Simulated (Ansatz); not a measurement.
A relaxed cell of Hf2B5 is given with its symmetry left out. The cell was found from a structure generator's guess, not taken from experiment.

All numbers below come from Ansatz 0.2.0, DFT PBE, scalar-relativistic, plane waves, PAW. Cutoff 420 eV, Γ-centred mesh, Gaussian smearing, no spin polarisation.

```
CELL_PARAMETERS angstrom
3.55758 0.00000 0.00000
-1.77879 3.08096 0.00000
0.00000 0.00000 7.06338
ATOMIC_POSITIONS crystal
Hf 0.33333 0.66667 0.32462
Hf 0.66667 0.33333 0.67538
B 0.50000 0.00000 0.00000
B 0.00000 0.50000 0.00000
B 0.50000 0.50000 0.00000
B 0.00000 0.00000 0.50000
B 0.00000 0.00000 0.00000
```

The zero of energy is the elements' standard structures at the same level; no fitted shifts are applied.

Question: What space group does it have?

Answer: P-3m1 (No. 164). Conventional cell: a = 3.558 Å, c = 7.063 Å. Around Hf lie 6 B at 2.40–2.51 Å, 3 B at 3.08 Å and 3 Hf at 3.22 Å; B on a site of symmetry 2/m is surrounded by 6 B at 1.78 Å and 2 Hf at 2.51 Å; B on a site of symmetry -3m has 6 Hf at 2.40 Å; B on a second site of symmetry -3m is surrounded by 6 B at 1.78 Å.

Question: What is its formation energy per atom?

Answer: +0.18 eV/atom. It can't be a ground state, since the elements alone are lower.

Question: Is it a metal?

Answer: Yes, bands cross the Fermi level on the 12×12×6 mesh.

The last run used a 12×12×6 mesh (in the run's order of axes) for its 7-atom cell and Gaussian smearing of 0.10 eV. These runs have no spin–orbit coupling, which can matter for Hf. The cell is a metal run without spin; a magnetic state may lie lower. Symmetry constrained the relaxation, so the result can be a saddle point.
